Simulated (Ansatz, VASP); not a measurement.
C: VASP beside Ansatz

```
C
1.0
    15.00000    0.00000    0.00000
     0.00000   15.50000    0.00000
     0.00000    0.00000   16.00000
C
1
Direct
  0.50000 0.50000 0.50000
```

Alike in both runs: task single point; functional PBE; dispersion D3(BJ); k mesh 1 × 1 × 1; occupations gaussian, width 0.005 eV; collinear spin.

|  | VASP | Ansatz |
| --- | --- | --- |
| version | VASP 6.6.1 | Ansatz 0.2.0 |
| potentials or method | VASP PAW PBE potentials, release 64 (C) | scalar-relativistic, plane waves, PAW |
| plane-wave cutoff (eV) | 520 | 420 |
| valence electrons in the cell | 4 | 4 |

|  | VASP | Ansatz | Ansatz less VASP |
| --- | --- | --- | --- |
| gap on the k mesh at the Fermi level (eV) | 0.53 | 0.51 | -0.021 |
| least direct gap on the mesh (eV) | 0.53 | 0.51 | -0.021 |
| net moment per atom (μB) | 2.00 | 2.00 | 0.000 |
| size of the moment on the site where the two differ most (μB) | 0.99 | 2.00 | +1.013 |

Site moments also hang on the region over which each program counts them.
